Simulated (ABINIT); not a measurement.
# ZnS (Wurtzite-2H) (P6_3mc) in ABINIT: a series of runs, part 2 of 2

ABINIT 10.8.3 (patched build). Earlier steps stand in the parts before.

### Step 3. Band structure, WC

Contents of run.abi:

```
# Datasets: ground state, then fixed potential
ndtset 2

# Pseudopotentials
pp_dirpath "./"
pseudos "Zn.GGA_PBE-JTH.xml, S.GGA_PBE-JTH.xml"

# Structure
acell 3.811 3.811 6.234 Angstrom
rprim
     1.0000000000     0.0000000000     0.0000000000
    -0.5000000000     0.8660254038     0.0000000000
     0.0000000000     0.0000000000     1.0000000000
ntypat 2
znucl 30 16
natom 4
typat 1 1 2 2
xred
     0.6666666667     0.3333333333     0.5000000000
     0.3333333333     0.6666666667     0.0000000000
     0.6666666667     0.3333333333     0.8850000000
     0.3333333333     0.6666666667     0.3850000000

# Plane-wave basis
ecut 20.0
pawecutdg 40.0

# Exchange and correlation
ixc 23

# Bands and occupations
occopt 3
tsmear 0.05 eV

# SCF cycle
nstep 100

# Output
iomode 3
prtwf 0
prteig 0
prtebands 0
prtden1 1

# Dataset 1
kptopt1 1
ngkpt1 8 8 5
nshiftk1 1
shiftk1 0.0 0.0 0.0
nband1 22
tolvrs1 1.0e-9

# Dataset 2: bands along G-M-K-G-A-L-H-A
iscf2 -2
getden2 1
nband2 26
nbdbuf2 2
tolwfr2 1.0e-12
kptopt2 -7
ndivsm2 6
prteig2 1
prtvol2 -3
kptbounds2
     0.0000000000     0.0000000000     0.0000000000
     0.5000000000     0.0000000000     0.0000000000
     0.3333333333     0.3333333333     0.0000000000
     0.0000000000     0.0000000000     0.0000000000
     0.0000000000     0.0000000000     0.5000000000
     0.5000000000     0.0000000000     0.5000000000
     0.3333333333     0.3333333333     0.5000000000
     0.0000000000     0.0000000000     0.5000000000
```

Potentials or basis: JTH PAW PBE v2.0.

Started as:

```console
$ abinit run.abi > log 2>&1
```

run.abo:

```text
.Version 10.8.3 of ABINIT
 DATASET    1 : space group P6_3 m c (#186); Bravais hP (primitive hexag.)
================================================================================
 Values of the parameters that define the memory need for DATASET  1.
     intxc =       0    ionmov =       0      iscf =      17    lmnmax =      18
     lnmax =       6     mgfft =      48  mpssoang =       3    mqgrid =    3354
     natom =       4  nloc_mem =       2    nspden =       1   nspinor =       1
    nsppol =       1      nsym =      12    n1xccc =       1    ntypat =       2
    occopt =       3   xclevel =       2
       mpw =        2274          nfft =       43200          nkpt =          30
 PAW method is used; the additional fine FFT grid is defined by:
   mgfftf=        72    nfftf =    145800
================================================================================
================================================================================

 DATASET    2 : space group P6_3 m c (#186); Bravais hP (primitive hexag.)
================================================================================
 Values of the parameters that define the memory need for DATASET  2.
     intxc =       0    ionmov =       0      iscf =      -2    lmnmax =      18
     lnmax =       6     mgfft =      48  mpssoang =       3    mqgrid =    3354
     natom =       4  nloc_mem =       2    nspden =       1   nspinor =       1
    nsppol =       1      nsym =      12    n1xccc =       1    ntypat =       2
    occopt =       3   xclevel =       2
       mpw =        2285          nfft =       43200          nkpt =          69
 PAW method is used; the additional fine FFT grid is defined by:
   mgfftf=        72    nfftf =    145800
================================================================================
================================================================================

[... 1087 lines left out ...]
              =  3.811000000000  3.811000000000  6.234000000000 angstroms
 Eigenvalues (hartree) for nkpt=  69  k points:
 kpt#   1, nband= 26, wtk=  1.00000, kpt=  0.0000  0.0000  0.0000 (reduced coord)
  -0.29272   -0.25815   -0.04255   -0.04255   -0.04021   -0.04021   -0.03987   -0.02501
  -0.02501   -0.02203   -0.02203   -0.01637    0.00069    0.16102    0.16102    0.19251
   0.19251    0.19297    0.26898    0.29786    0.42038    0.42038    0.43170    0.46916
   0.46916    0.52788
 kpt#   2, nband= 26, wtk=  1.00000, kpt=  0.0455  0.0000  0.0000 (reduced coord)
  -0.29218   -0.25783   -0.04261   -0.04242   -0.04017   -0.04005   -0.03975   -0.02508
  -0.02502   -0.02254   -0.02201   -0.01589    0.00143    0.15613    0.15967    0.18650
   0.19177    0.19237    0.27457    0.30252    0.41722    0.42221    0.43353    0.46750
   0.47158    0.52442
 kpt#   3, nband= 26, wtk=  1.00000, kpt=  0.0909  0.0000  0.0000 (reduced coord)
  -0.29060   -0.25691   -0.04277   -0.04204   -0.04008   -0.03957   -0.03936   -0.02530
  -0.02505   -0.02359   -0.02194   -0.01496    0.00361    0.14336    0.15587    0.17230
   0.18957    0.19045    0.28746    0.31417    0.41019    0.42736    0.43767    0.46379
   0.47870    0.51443
 kpt#   4, nband= 26, wtk=  1.00000, kpt=  0.1364  0.0000  0.0000 (reduced coord)
  -0.28802   -0.25546   -0.04296   -0.04146   -0.03992   -0.03880   -0.03872   -0.02567
[... 314 lines left out ...]
  -0.27522   -0.27522   -0.04200   -0.04200   -0.04109   -0.04109   -0.03850   -0.03850
  -0.02332   -0.02332   -0.02325   -0.02325    0.08912    0.08912    0.16307    0.16307
   0.17183    0.17183    0.33140    0.33140    0.41309    0.41309    0.44441    0.44441
   0.45289    0.45289
 kpt#  68, nband= 26, wtk=  1.00000, kpt=  0.0256  0.0256  0.5000 (reduced coord)
  -0.27649   -0.27649   -0.04175   -0.04175   -0.04150   -0.04150   -0.03890   -0.03890
  -0.02331   -0.02331   -0.02330   -0.02330    0.08964    0.08964    0.17241    0.17241
   0.17502    0.17502    0.32086    0.32086    0.42550    0.42550    0.43838    0.43838
   0.44677    0.44677
 kpt#  69, nband= 26, wtk=  1.00000, kpt=  0.0000  0.0000  0.5000 (reduced coord)
  -0.27692   -0.27692   -0.04163   -0.04163   -0.04163   -0.04163   -0.03905   -0.03905
  -0.02331   -0.02331   -0.02331   -0.02331    0.08975    0.08975    0.17608    0.17608
   0.17608    0.17608    0.31677    0.31677    0.43626    0.43626    0.43626    0.43626
   0.43837    0.43837

== END DATASET(S) ==============================================================
================================================================================

 -outvars: echo values of variables after computation  --------
            acell      7.2017462658E+00  7.2017462658E+00  1.1780552669E+01 Bohr
           etotal1    -1.4946263090E+02
            fcart1     5.9822051458E-28  3.4538277512E-28  5.9094760510E-03
                      -5.9822051458E-28 -3.4538277512E-28  5.9094760510E-03
                      -0.0000000000E+00 -0.0000000000E+00 -5.9094760510E-03
                      -0.0000000000E+00 -0.0000000000E+00 -5.9094760510E-03
            rprim      1.0000000000E+00  0.0000000000E+00  0.0000000000E+00
                      -5.0000000000E-01  8.6602540380E-01  0.0000000000E+00
                       0.0000000000E+00  0.0000000000E+00  1.0000000000E+00
           strten1     3.8657501959E-05  3.8657501852E-05  1.0053621984E-04
                       0.0000000000E+00  0.0000000000E+00  0.0000000000E+00
           xangst      1.9055000000E+00  1.1001409380E+00  3.1170000000E+00
                      -1.0195384496E-16  2.2002818759E+00  0.0000000000E+00
                       1.9055000000E+00  1.1001409380E+00  5.5170900000E+00
                      -1.0195384496E-16  2.2002818759E+00  2.4000900000E+00
             xred      6.6666666667E-01  3.3333333333E-01  5.0000000000E-01
                       3.3333333333E-01  6.6666666667E-01  0.0000000000E+00
                       6.6666666667E-01  3.3333333333E-01  8.8500000000E-01
                       3.3333333333E-01  6.6666666667E-01  3.8500000000E-01
 Calculation completed.
```

Wall time 4 min (1 thread of Arm Neoverse V1, shared host); peak memory 0.18 GiB.

Results:

```
Free energy                                           : -4067.0854 eV
Largest force                                         : 0.304 eV/Å
Band gap on the k mesh                                : 2.07 eV, direct
Valence electrons inside the program's atomic spheres : Zn 10.81; S 3.61
```

Forces on the atoms (eV/Å):
```
Zn   0.000  0.000  0.304
Zn   0.000  0.000  0.304
S    0.000  0.000 -0.304
S    0.000  0.000 -0.304
```

Levels at the corners of the path, in eV from the valence-band top:
```
point  band 16  band 17  band 18  band 19  band 20  band 21
    Γ    -0.01    -0.01     0.00     2.07     2.85     6.19
    M    -2.28    -1.59    -0.99     3.47     4.14     5.04
    K    -2.25    -2.25    -2.25     4.30     5.84     5.84
    Γ    -0.01    -0.01     0.00     2.07     2.85     6.19
    A    -0.46    -0.46    -0.46     3.37     3.37     6.62
    L    -1.68    -1.55    -1.55     3.46     3.46     5.02
    H    -3.16    -1.27    -1.27     4.41     4.41     6.31
    A    -0.46    -0.46    -0.46     3.37     3.37     6.62
```

Caveat: the PAW data sets were made with another functional, which shifts forces and pressure a little.

### Step 4. Band structure, LDA-PZ

Contents of run.abi:

```
ndtset 2

pp_dirpath "./"
pseudos "Zn.LDA_PW-JTH.xml, S.LDA_PW-JTH.xml"

acell 3*1.0 Angstrom
rprim
     3.8110000000     0.0000000000     0.0000000000
    -1.9055000000     3.3004228138     0.0000000000
     0.0000000000     0.0000000000     6.2340000000
ntypat 2
znucl 30 16
natom 4
typat 1 1 2 2
xcart
     1.9055000002     1.1001409378     3.1170000000
    -0.0000000002     2.2002818760     0.0000000000
     1.9055000002     1.1001409378     5.5170900000
    -0.0000000002     2.2002818760     2.4000900000 Angstrom

ecut 20.0
pawecutdg 40.0

ixc 2

occopt 3
tsmear 0.05 eV

nstep 100

iomode 3
prtwf 0
prteig 0
prtebands 0
enunit 2
prtden1 1

kptopt1 1
ngkpt1 8 8 5
nshiftk1 1
shiftk1 0.0 0.0 0.0
nband1 22
tolvrs1 1.0e-9

iscf2 -2
getden2 1
nband2 26
nbdbuf2 2
tolwfr2 1.0e-12
kptopt2 -7
ndivsm2 8
prteig2 1
kptbounds2
     0.0000000000     0.0000000000     0.0000000000
     0.5000000000     0.0000000000     0.0000000000
     0.3333333333     0.3333333333     0.0000000000
     0.0000000000     0.0000000000     0.0000000000
     0.0000000000     0.0000000000     0.5000000000
     0.5000000000     0.0000000000     0.5000000000
     0.3333333333     0.3333333333     0.5000000000
     0.0000000000     0.0000000000     0.5000000000
```

Potentials or basis: JTH PAW LDA v2.0.

Started as:

```console
$ abinit run.abi > log 2>&1
```

Wall time 4.5 min (1 thread of Arm Neoverse V1, shared host); peak memory 0.18 GiB.

It converged, with:

* Free energy: -4078.7479 eV
* Largest force: 0.289 eV/Å
* Band gap on the k mesh: 1.97 eV, direct
* Valence electrons inside the program's atomic spheres: Zn 10.82; S 3.60

Forces in eV/Å, atoms in the order of the input:
```
Zn   0.000  0.000  0.289
Zn   0.000  0.000  0.289
S    0.000  0.000 -0.289
S    0.000  0.000 -0.289
```

Levels at the corners of the path, in eV from the valence-band top:
| point | band 16 | band 17 | band 18 | band 19 | band 20 | band 21 |
| --- | --- | --- | --- | --- | --- | --- |
| Γ | -0.02 | -0.02 | 0.00 | 1.97 | 2.76 | 6.12 |
| M | -2.29 | -1.61 | -1.00 | 3.40 | 4.06 | 4.99 |
| K | -2.26 | -2.26 | -2.26 | 4.24 | 5.77 | 5.77 |
| Γ | -0.02 | -0.02 | 0.00 | 1.97 | 2.76 | 6.12 |
| A | -0.46 | -0.46 | -0.46 | 3.28 | 3.28 | 6.56 |
| L | -1.69 | -1.56 | -1.56 | 3.38 | 3.38 | 4.96 |
| H | -3.18 | -1.27 | -1.27 | 4.34 | 4.34 | 6.26 |
| A | -0.46 | -0.46 | -0.46 | 3.28 | 3.28 | 6.56 |

### Step 5. Overview

| level | potentials or basis | gap on the mesh (eV) | largest force (eV/Å) |
| --- | --- | --- | --- |
| LDA-VWN | JTH PAW LDA v2.0 | 1.98 | 0.29 |
| WC | JTH PAW PBE v2.0 | 2.07 | 0.30 |
| LDA-PZ | JTH PAW LDA v2.0 | 1.97 | 0.29 |

Alike in all rows: task band structure; no spin polarisation; cell as given; k mesh 8 × 8 × 5; cutoff (eV) 544; smearing fermi-dirac 0.05 eV.

Caveats: the PAW data sets were made with another functional, which shifts forces and pressure a little (some runs).

Total energies depend on the potentials used, so only differences within one code and one set of settings carry meaning.

### Step 6. Comparison with measurements

Step 2. A measured gap of ZnS is 3.911 eV (direct; 4 K; a printed reference work, monograph); the calculated 1.98 eV misses it by -1.93 eV. The value is that of LDA-VWN, without temperature or zero-point motion. Semilocal functionals fall short of measured gaps as a rule.

Step 3. Against the measured gap of ZnS, 3.911 eV (direct; 4 K; a printed reference work, monograph), the calculated 2.07 eV is off by -1.84 eV. The value is that of WC, without temperature or zero-point motion. Semilocal functionals fall short of measured gaps as a rule.

Step 4. Against the measured gap of ZnS, 3.911 eV (direct; 4 K; a printed reference work, monograph), the calculated 1.97 eV is off by -1.94 eV. The value is that of LDA-PZ, without temperature or zero-point motion. Semilocal functionals fall short of measured gaps as a rule.
